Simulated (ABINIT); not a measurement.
Runs of ABINIT 10.8.3 (patched build) on C. The structure is hexagonal, space group P6_3/mmc (No. 194). Conventional cell: a = 2.522 Å, b = 2.522 Å, c = 8.237 Å, α = 90.00°, β = 90.00°, γ = 120.00°. C (site symmetry 3m) is surrounded by 4 C at 1.54 Å. Around C (site symmetry 3m) lie 4 C at 1.54 Å. This is a hexagonal form of diamond, not graphite.

```tsv
task	level	cell	gap on the mesh (eV)	pressure (GPa)	largest force (eV/Å)
band structure	PBEsol	as given	4.27	(a)	0.33
single point	PBE	as given	4.41	1.6	0.33
band structure	PBE	as given	4.41	1.6	0.33
single point	PBE	atoms moved at random, drawn with an rms of 0.05 Å	3.69	3.8	4.06
```

Alike in all rows: potentials or basis JTH PAW PBE v2.0; no spin polarisation; k mesh 12 × 12 × 4; cutoff (eV) 517; smearing fermi-dirac 0.05 eV.

Question: Estimate the missing entries.

Answer: (a) -4.8.

Caveats: the atomic spheres overlap; the PAW data sets were made with another functional, which shifts forces and pressure a little (some runs).

A k mesh can miss the band edges.
